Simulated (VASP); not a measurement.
# InAs (F-43m) in VASP: a series of runs

InAs is run at these levels: PBE; tasks: single point.

Program: VASP 6.6.1. These are calculated values, not measurements. Logs are shortened: lines on timing, memory, paths and dates and some standing lists are left out, and cuts for length are marked.

**The experiment to reproduce.**

From a printed reference work, data compilation, for a bulk crystal of InAs at 4.2 K: band gap 0.418 eV (direct).

The runs below are set against these values where they give the same quantity.

## Step 1: The cell of the first run

It takes space group F-43m (No. 216, cubic). Conventional cell: a = 6.068 Å, b = 6.068 Å, c = 6.068 Å, α = 90.00°, β = 90.00°, γ = 90.00°. Within 3.5 Å of In (site symmetry -43m) lie 4 As at 2.63 Å. Within 3.5 Å of As (site symmetry -43m) lie 4 In at 2.63 Å.

## Step 2: Single point, PBE

The input, INCAR:

```
SYSTEM = InAs
PREC = Accurate ; ENCUT = 520
EDIFF = 1E-7 ; ISMEAR = 0
SIGMA = 0.05 ; LREAL = .False.
LASPH = .True. ; NELM = 60
ALGO = Normal ; ISIF = 2
LWAVE = .False. ; LCHARG = .False.
GGA = PE ; NBANDS = 16
```

The input, KPOINTS:

```
Automatic mesh
0
Gamma
  10 10 10
  0 0 0
```

The input, POSCAR:

```
InAs
1.0
    0.0000000000      3.0340465854      3.0340465854
    3.0340465854      0.0000000000      3.0340465854
    3.0340465854      3.0340465854      0.0000000000
In As
1 1
Direct
    0.0000000000      0.0000000000      0.0000000000
    0.7500000000      0.7500000000      0.7500000000
```

Potentials or basis: VASP PAW PBE potentials, release 64 (In_d, As).

On the command line:

```sh
cat potpaw_PBE.64/In_d/POTCAR potpaw_PBE.64/As/POTCAR > POTCAR
mpirun -np 1 vasp_std > vasp.out
```

OUTCAR:

```text
SYSTEM = InAs
   PREC = Accurate
   ENCUT = 520
   EDIFF = 1E-7
   ISMEAR = 0
   LREAL = .False.
   LASPH = .True.
   NELM = 60
   ISIF = 2
   GGA = PE

 ion  position               nearest neighbor table
   1  0.000  0.000  0.000-   2 2.63   2 2.63   2 2.63   2 2.63
   2  0.750  0.750  0.750-   1 2.63   1 2.63   1 2.63   1 2.63

  LATTYP: Found a face centered cubic cell.
 ALAT       =     6.0680931708

  Lattice vectors:

 A1 = (   0.0000000000,   3.0340465854,   3.0340465854)
 A2 = (   3.0340465854,   0.0000000000,   3.0340465854)
 A3 = (   3.0340465854,   3.0340465854,   0.0000000000)

Analysis of symmetry for initial positions (statically):
=====================================================================
 Subroutine PRICEL returns:
 Original cell was already a primitive cell.

 Routine SETGRP: Setting up the symmetry group for a
 face centered cubic supercell.

 Subroutine GETGRP returns: Found 24 space group operations
 (whereof 24 operations were pure point group operations)
 out of a pool of 48 trial point group operations.

The static configuration has the point symmetry T_d .

Analysis of symmetry for dynamics (positions and initial velocities):
=====================================================================
 Subroutine PRICEL returns:
 Original cell was already a primitive cell.

 Routine SETGRP: Setting up the symmetry group for a
 face centered cubic supercell.

 Subroutine GETGRP returns: Found 24 space group operations
 (whereof 24 operations were pure point group operations)
 out of a pool of 48 trial point group operations.

The dynamic configuration has the point symmetry T_d .

 Subroutine INISYM returns: Found 24 space group operations
 (whereof 24 operations are pure point group operations),
 and found     1 'primitive' translations

----------------------------------------------------------------------------------------

                                     Primitive cell

  volume of cell :      55.8595

  direct lattice vectors                    reciprocal lattice vectors
     0.000000000  3.034046585  3.034046585    -0.164796415  0.164796415  0.164796415
     3.034046585  0.000000000  3.034046585     0.164796415 -0.164796415  0.164796415
     3.034046585  3.034046585  0.000000000     0.164796415  0.164796415 -0.164796415
[... 74 lines left out ...]
 SYSTEM =  InAs
   PREC   = accura    normal or accurate (medium, high low for compatibility)
   ISTART =      0    job   : 0-new  1-cont  2-samecut
   ICHARG =      2    charge: 1-file 2-atom 10-const
   ISPIN  =      1    spin polarized calculation?
   LNONCOLLINEAR =      F non collinear calculations
   LSORBIT =      F    spin-orbit coupling
   LASPH  =      T    aspherical Exc in radial PAW
   ENCUT  =  520.0 eV  38.22 Ry    6.18 a.u.   7.98  7.98  7.98*2*pi/ulx,y,z
   NELM   =     60;   NELMIN=  2; NELMDL= -5     # of ELM steps
   EDIFF  = 0.1E-06   stopping-criterion for ELM
   LREAL  =      F    real-space projection
   EDIFFG = 0.1E-05   stopping-criterion for IOM
   NSW    =      0    number of steps for IOM
   IBRION =     -1    ionic relax: 0-MD 1-quasi-New 2-CG
   NFREE  =      0    steps in history (QN), initial steepest desc. (CG)
   ISIF   =      2    stress and relaxation
   ISYM   =      2    0-nonsym 1-usesym 2-fastsym
   POTIM  = 0.5000    time-step for ionic-motion
   TEBEG  =    0.0;   TEEND  =   0.0 temperature during run
   PSTRESS=    0.0 pullay stress
   NELECT =      18.0000    total number of electrons
   NUPDOWN=      -1.0000    fix difference up-down
   EMIN   =  10.00;   EMAX   =-10.00  energy-range for DOS
   EFERMI =   0.00;   METHOD = LEGACY
   ISMEAR =     0;   SIGMA  =   0.05  broadening in eV -4-tet -1-fermi 0-gaus
   EFERMI_NEDOS =   21; number of points for ismear=-14 and -15
   IALGO  =     38    algorithm
   IMIX   =      4    mixing-type and parameters
     AMIX     =   0.40;   BMIX     =  1.00
     AMIX_MAG =   1.60;   BMIX_MAG =  1.00
  volume/ion in A,a.u.               =      27.93       188.48
  Fermi-wavevector in a.u.,A,eV,Ry     =   1.122363  2.120959 17.139248  1.259699
  Thomas-Fermi vector in A             =   2.259023
   LORBIT       =      0    0 simple, 1 ext, 2 COOP (PROOUT), +10 PAW based schemes
   GGA     = PE    functional components
   LHFCALC =     F    Hartree Fock is set to
   AEXX    =    0.0000 exact exchange contribution
   IVDW    =     0    specifies the selected vdW correction
   LEPSILON=     F    determine dielectric tensor
   LRPA    =     F    only Hartree local field effects (RPA)
 non-spin polarized calculation
 Gauss-broadening in eV      SIGMA  =   0.05
  energy-cutoff  :      520.00
  volume of cell :       55.86
 maximum number of plane-waves:      1524
   NGX = 15   NGY = 15   NGZ = 15

 number of electron      17.9999990 magnetization

 Free energy of the ion-electron system (eV)
  ---------------------------------------------------
  ext. energy  EPLUGINS =         0.00000000
  ---------------------------------------------------
  free energy    TOTEN  =        -7.68546393 eV

  energy without entropy =       -7.68538666  energy(sigma->0) =       -7.68542529

 E-fermi :   4.4173     XC(G=0):  -9.0472

 val. band max:        4.4020472828   @ k =   0.0000   0.0000   0.0000
 cond. band min:       5.3190313299   @ k =   0.1000   0.0000   0.0000
 fundamental gap:      0.9169840471
 Fermi energy:         4.4172931198

 k-point     1 :       0.0000    0.0000    0.0000
  band No.  band energies     occupation
      1      -9.9680      2.00000
      2      -9.9680      2.00000
      3      -9.9680      2.00000
      4      -9.8464      2.00000
      5      -9.8464      2.00000
      6      -7.3920      2.00000
[... 433 lines left out ...]
      3      -9.9079      2.00000
      4      -9.8717      2.00000
      5      -9.8298      2.00000
      6      -5.9639      2.00000
[... 8 lines left out ...]
     15      15.4457      0.00000
     16      16.4204      0.00000

 [... further k-points ...]
[... 5 lines left out ...]
  --------------------------------------------------------------------------------------
  -------------------------------------------------------------------------------------
  Total        1.1502986      1.1502986      1.1502986     -0.0000000     -0.0000000     -0.0000000
  in kB       32.9931989     32.9931989     32.9931989     -0.0000000     -0.0000000     -0.0000000
  external PRESSURE =      32.9931989 kB  Pullay stress =       0.0000000 kB

 VOLUME and BASIS-vectors are now :
 -----------------------------------------------------------------------------
  energy-cutoff  :      520.00
  volume of cell :       55.86
      direct lattice vectors                 reciprocal lattice vectors
     0.000000000  3.034046585  3.034046585    -0.164796415  0.164796415  0.164796415
     3.034046585  0.000000000  3.034046585     0.164796415 -0.164796415  0.164796415
     3.034046585  3.034046585  0.000000000     0.164796415  0.164796415 -0.164796415

 POSITION                                       TOTAL-FORCE (eV/Angst)
 -----------------------------------------------------------------------------------
      0.00000      0.00000      0.00000         0.000000     -0.000000     -0.000000
      4.55107      4.55107      4.55107        -0.000000      0.000000      0.000000
 -----------------------------------------------------------------------------------
    total drift:                                0.000000      0.000000      0.000000

  FREE ENERGIE OF THE ION-ELECTRON SYSTEM (eV)
  ---------------------------------------------------
  free  energy   TOTEN  =        -7.6854639330 eV

  energy  without entropy=       -7.6853866565  energy(sigma->0) =       -7.68542529
```

OSZICAR:

```text
N       E                     dE             d eps       ncg     rms          rms(c)
DAV:   1     0.113823909739E+03    0.11382E+03   -0.82630E+03  1512   0.119E+03
DAV:   2    -0.300135125991E+00   -0.11412E+03   -0.10942E+03  1664   0.299E+02
DAV:   3    -0.775570286973E+01   -0.74556E+01   -0.74246E+01  1904   0.747E+01
DAV:   4    -0.795062813208E+01   -0.19493E+00   -0.19487E+00  1912   0.133E+01
DAV:   5    -0.795791591360E+01   -0.72878E-02   -0.72877E-02  2192   0.214E+00    0.446E+00
DAV:   6    -0.770782088767E+01    0.25010E+00   -0.37613E-01  2352   0.102E+01    0.249E+00
DAV:   7    -0.768354004569E+01    0.24281E-01   -0.11422E-01  2120   0.297E+00    0.728E-01
DAV:   8    -0.768465051063E+01   -0.11105E-02   -0.13295E-02  1888   0.130E+00    0.189E-01
DAV:   9    -0.768524760494E+01   -0.59709E-03   -0.96334E-04  1824   0.264E-01    0.111E-01
DAV:  10    -0.768541474659E+01   -0.16714E-03   -0.19699E-04  1960   0.198E-01    0.605E-02
DAV:  11    -0.768546323320E+01   -0.48487E-04   -0.11092E-04  1736   0.117E-01    0.379E-02
DAV:  12    -0.768546363389E+01   -0.40069E-06   -0.59972E-06  1840   0.282E-02    0.644E-03
DAV:  13    -0.768546392896E+01   -0.29507E-06   -0.19403E-06  1832   0.727E-03    0.287E-03
DAV:  14    -0.768546393303E+01   -0.40684E-08   -0.11328E-07  1784   0.315E-03
   1 F= -.76854639E+01 E0= -.76854253E+01  d E =-.772765E-04
```

stdout:

```text
POSCAR found type information on POSCAR InAs
 POSCAR found :  2 types and       2 ions
 scaLAPACK will be used
 LDA part: xc-table for (Slater+PW92), standard interpolation
 POSCAR, INCAR and KPOINTS ok, starting setup
 FFT: planning ... GRIDC
 FFT: planning ... GRID_SOFT
 FFT: planning ... GRID
 WAVECAR not read
 entering main loop
```

Run time: 42 s. Hardware: 1 thread of Intel Xeon 8259CL, shared host; peak memory 0.2 GiB.

Results:

```
Free energy            : -7.6855 eV
Pressure               : 3.3 GPa
Band gap on the k mesh : zero (filled and empty bands touch)
```

Caveat: spin-orbit coupling is left out, which moves the levels of the heavy elements.

## Step 3: Single point, PBE

This run uses another cell than the first one, of 28.53 Å³/atom, 1.022 times its volume.

The input, INCAR:

```
SYSTEM = InAs
PREC = Accurate ; ENCUT = 520
EDIFF = 1E-6 ; ISMEAR = 0
SIGMA = 0.05 ; LREAL = .False.
LASPH = .True. ; NELM = 80
ALGO = Normal ; ISIF = 2
LWAVE = .False. ; LCHARG = .True.
GGA = PE ; LELF = .True.
LVHAR = .True. ; NBANDS = 16
```

KPOINTS is that of step 2.

The input, POSCAR:

```
InAs
1.0
    0.0000000000      3.0556785657      3.0556785657
    3.0556785657      0.0000000000      3.0556785657
    3.0556785657      3.0556785657      0.0000000000
In As
1 1
Direct
    0.0000000000      0.0000000000      0.0000000000
    0.7500000000      0.7500000000      0.7500000000
```

Potentials or basis: VASP PAW PBE potentials, release 64 (In_d, As).

On the command line:

```sh
cat potpaw_PBE.64/In_d/POTCAR potpaw_PBE.64/As/POTCAR > POTCAR
mpirun -np 1 vasp_std > vasp.out
```

OUTCAR:

```text
SYSTEM = InAs
   PREC = Accurate
   ENCUT = 520
   EDIFF = 1E-6
   ISMEAR = 0
   LREAL = .False.
   LASPH = .True.
   NELM = 80
   ISIF = 2
   GGA = PE

 ion  position               nearest neighbor table
   1  0.000  0.000  0.000-   2 2.65   2 2.65   2 2.65   2 2.65
   2  0.750  0.750  0.750-   1 2.65   1 2.65   1 2.65   1 2.65

  LATTYP: Found a face centered cubic cell.
 ALAT       =     6.1113571314

  Lattice vectors:

 A1 = (   0.0000000000,   3.0556785657,   3.0556785657)
 A2 = (   3.0556785657,   0.0000000000,   3.0556785657)
 A3 = (   3.0556785657,   3.0556785657,   0.0000000000)

Analysis of symmetry for initial positions (statically):
=====================================================================
 Subroutine PRICEL returns:
 Original cell was already a primitive cell.

 Routine SETGRP: Setting up the symmetry group for a
 face centered cubic supercell.

 Subroutine GETGRP returns: Found 24 space group operations
 (whereof 24 operations were pure point group operations)
 out of a pool of 48 trial point group operations.

[... 156 lines left out ...]
  ext. energy  EPLUGINS =         0.00000000
  ---------------------------------------------------
  free energy    TOTEN  =        -7.70549489 eV

  energy without entropy =       -7.70541751  energy(sigma->0) =       -7.70545620

 E-fermi :   4.2062     XC(G=0):  -8.9548

 val. band max:        4.1909113081   @ k =   0.0000   0.0000   0.0000
 cond. band min:       5.0425220509   @ k =   0.1000   0.0000   0.0000
 fundamental gap:      0.8516107429
 Fermi energy:         4.2061696967

 k-point     1 :       0.0000    0.0000    0.0000
  band No.  band energies     occupation
      1     -10.1382      2.00000
      2     -10.1382      2.00000
      3     -10.1382      2.00000
      4     -10.0251      2.00000
      5     -10.0251      2.00000
      6      -7.4697      2.00000
[... 433 lines left out ...]
      3     -10.0827      2.00000
      4     -10.0482      2.00000
      5     -10.0097      2.00000
      6      -6.1000      2.00000
[... 8 lines left out ...]
     15      15.1713      0.00000
     16      16.0692      0.00000

 [... further k-points ...]
[... 5 lines left out ...]
  --------------------------------------------------------------------------------------
  -------------------------------------------------------------------------------------
  Total        0.7111070      0.7111070      0.7111070      0.0000000      0.0000000      0.0000000
  in kB       19.9660673     19.9660673     19.9660673      0.0000000      0.0000000      0.0000000
  external PRESSURE =      19.9660673 kB  Pullay stress =       0.0000000 kB

 VOLUME and BASIS-vectors are now :
 -----------------------------------------------------------------------------
  energy-cutoff  :      520.00
  volume of cell :       57.06
      direct lattice vectors                 reciprocal lattice vectors
     0.000000000  3.055678566  3.055678566    -0.163629776  0.163629776  0.163629776
     3.055678566  0.000000000  3.055678566     0.163629776 -0.163629776  0.163629776
     3.055678566  3.055678566  0.000000000     0.163629776  0.163629776 -0.163629776

 POSITION                                       TOTAL-FORCE (eV/Angst)
 -----------------------------------------------------------------------------------
      0.00000      0.00000      0.00000        -0.000000      0.000000     -0.000000
      4.58352      4.58352      4.58352         0.000000     -0.000000      0.000000
 -----------------------------------------------------------------------------------
    total drift:                                0.000000      0.000000      0.000000

  FREE ENERGIE OF THE ION-ELECTRON SYSTEM (eV)
  ---------------------------------------------------
  free  energy   TOTEN  =        -7.7054948857 eV

  energy  without entropy=       -7.7054175125  energy(sigma->0) =       -7.70545620
```

OSZICAR:

```text
N       E                     dE             d eps       ncg     rms          rms(c)
DAV:   1     0.113599575232E+03    0.11360E+03   -0.83617E+03  1504   0.120E+03
DAV:   2    -0.175437825390E+00   -0.11378E+03   -0.10885E+03  1640   0.294E+02
DAV:   3    -0.777792874898E+01   -0.76025E+01   -0.75654E+01  1968   0.752E+01
DAV:   4    -0.796134599963E+01   -0.18342E+00   -0.18338E+00  1800   0.130E+01
DAV:   5    -0.797111182687E+01   -0.97658E-02   -0.97657E-02  2280   0.264E+00    0.431E+00
DAV:   6    -0.772595595122E+01    0.24516E+00   -0.37030E-01  2400   0.991E+00    0.240E+00
DAV:   7    -0.770347758658E+01    0.22478E-01   -0.11126E-01  2008   0.286E+00    0.720E-01
DAV:   8    -0.770467760842E+01   -0.12000E-02   -0.12846E-02  1928   0.128E+00    0.176E-01
DAV:   9    -0.770527799710E+01   -0.60039E-03   -0.95392E-04  1808   0.274E-01    0.105E-01
DAV:  10    -0.770544507591E+01   -0.16708E-03   -0.19263E-04  1984   0.187E-01    0.585E-02
DAV:  11    -0.770549447033E+01   -0.49394E-04   -0.11695E-04  1688   0.116E-01    0.391E-02
DAV:  12    -0.770549488566E+01   -0.41533E-06   -0.66045E-06  1800   0.286E-02
   1 F= -.77054949E+01 E0= -.77054562E+01  d E =-.773732E-04
```

stdout:

```text
POSCAR found type information on POSCAR InAs
 POSCAR found :  2 types and       2 ions
 scaLAPACK will be used
 LDA part: xc-table for (Slater+PW92), standard interpolation
 POSCAR, INCAR and KPOINTS ok, starting setup
 FFT: planning ... GRIDC
 FFT: planning ... GRID_SOFT
 FFT: planning ... GRID
 WAVECAR not read
 entering main loop
```

Run time: 40 s. Hardware: 1 thread of Intel Xeon 8259CL, shared host; peak memory 0.2 GiB.

Results:

```yaml
Free_energy: -7.7055 eV
Pressure: 2.0 GPa
Band_gap_on_the_k_mesh: zero (filled and empty bands touch)
```

Caveat: spin-orbit coupling is left out, which moves the levels of the heavy elements.

(Continued in part 2 of 2.)
